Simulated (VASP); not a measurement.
Set up this calculation in VASP 6.6.1, as the native input.

* Task: relaxation of cell and atoms
* Functional: PBE
* Potentials or basis: VASP PAW PBE potentials, release 64 (Al, Pt)
* Cutoff: 600 eV
* k mesh: 14 × 14 × 14
* Occupations: gaussian, width 0.1 eV
* Spin: no spin polarisation
* Dipole correction: no
* Further INCAR settings: ALGO = Fast; EDIFF = 1e-07; IBRION = 2; EDIFFG = -0.01; NSW = 100; ISIF = 3

The structure of Al2Pt lies in POSCAR:

```
Al2Pt
1.0
    0.0000000000      2.9491705900      2.9491705900
    2.9491705900      0.0000000000      2.9491705900
    2.9491705900      2.9491705900      0.0000000000
Al Pt
2 1
Direct
    0.2500000000      0.2500000000      0.2500000000
    0.7500000000      0.7500000000      0.7500000000
    0.0000000000      0.0000000000      0.0000000000
```

The cell comes from a database or a generator and needn't be the stable form of this composition.

These files were run (other wordings do the same):

INCAR

```
PREC     = Accurate       # precision mode
ENCUT    = 600            # plane-wave cutoff, eV
EDIFF    = 1E-7           # SCF threshold, eV
ISMEAR   = 0              # smearing method
SIGMA    = 0.1            # smearing width, eV
LREAL    = False          # projectors in reciprocal space
LASPH    = True           # aspherical terms in the spheres
NELM     = 100            # most SCF steps
ALGO     = Fast           # electronic algorithm
ISIF     = 3              # what is computed and relaxed
LWAVE    = False          # write WAVECAR
LCHARG   = False          # write CHGCAR
GGA      = PE             # functional
IBRION   = 2              # ionic algorithm
NSW      = 100            # ionic steps
EDIFFG   = -0.01          # ionic threshold
```

KPOINTS

```
Automatic mesh
0
Gamma
  14 14 14
```

Potentials or basis: VASP PAW PBE potentials, release 64 (Al, Pt).

Command:

```bash
$ cat potpaw_PBE.64/Al/POTCAR potpaw_PBE.64/Pt/POTCAR > POTCAR
$ mpirun -np 1 vasp_std > vasp.out
```

Results of the run:

```json
{
  "Relaxed volume": "17.50 Å³/atom",
  "Relaxed cell": "a = 4.203 Å, b = 4.203 Å, c = 4.203 Å, α = 60.00°, β = 60.00°, γ = 60.00°",
  "Space group after relaxing (to 0.05 Å)": "Fm-3m (No. 225)",
  "Energy gained by relaxing": "3.8 meV/atom",
  "Ionic steps": "3",
  "Pressure after relaxing": "0.0 GPa",
  "Band gap on the k mesh": "none (metal or under the smearing width)"
}
```

Wall time 110 s on 1 thread of AMD EPYC 9R45 96-Core Processor (Zen 5), with other jobs on the host, peak memory 0.24 GiB.
